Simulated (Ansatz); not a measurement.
## Phonon-limited transport in RuO₂ (P4_2/mnm)

Input:

```xyz
6
Lattice="4.4654 0.0000 0.0000 0.0000 4.4654 0.0000 0.0000 0.0000 3.0922" Properties=species:S:1:pos:R:3 pbc="T T T"
Ru     2.2327     2.2327     1.5461
Ru     0.0000     0.0000     0.0000
O      3.5994     0.8659     1.5461
O      0.8659     3.5994     1.5461
O      1.3667     1.3667     0.0000
O      3.0986     3.0986     0.0000
```

Calculation: PBEsol, DFPT electron-phonon coupling, linearised Boltzmann equation (plane waves, PAW, scalar-relativistic; Ansatz, a quantum-chemistry and plane-wave program). Geometry: relaxed with this functional, without spin-orbit coupling.

The resistivity at 300 K comes out as 40 μΩ·cm and the resistivity at 77 K comes out as 1.84 (x), 1.84 (y), 1.74 (z) μΩ·cm. The electron mean free path at 300 K (weighted by the current that each state carries) is 4.7 (x), 4.7 (y), 3.9 (z) nm and the electron-phonon coupling λ is 0.91. The transport coupling λ_tr is 0.73, the logarithmic mean phonon energy comes out as 38 meV and the density of states at the Fermi level is 1.89 states/(eV·spin·cell). The drude plasma energy is 3.6 (x), 3.6 (y), 3.7 (z) eV.

A metal at this level (no band gap). Only scattering by harmonic phonons is included (no impurities, grain boundaries, electron-electron scattering or thermal expansion). Spin-orbit coupling is left out. The self-energy correction of the phonons between q points moved λ by 3 %. Halving the electron mesh (20x20x28) moves the resistivity by up to 7 % at 300 K, the mean free path by up to 6 %, the coupling by up to 5 %. Smearing 0.20 eV; phonons on a 3x3x5 q mesh, which this run doesn't test and which matters most at low temperature.
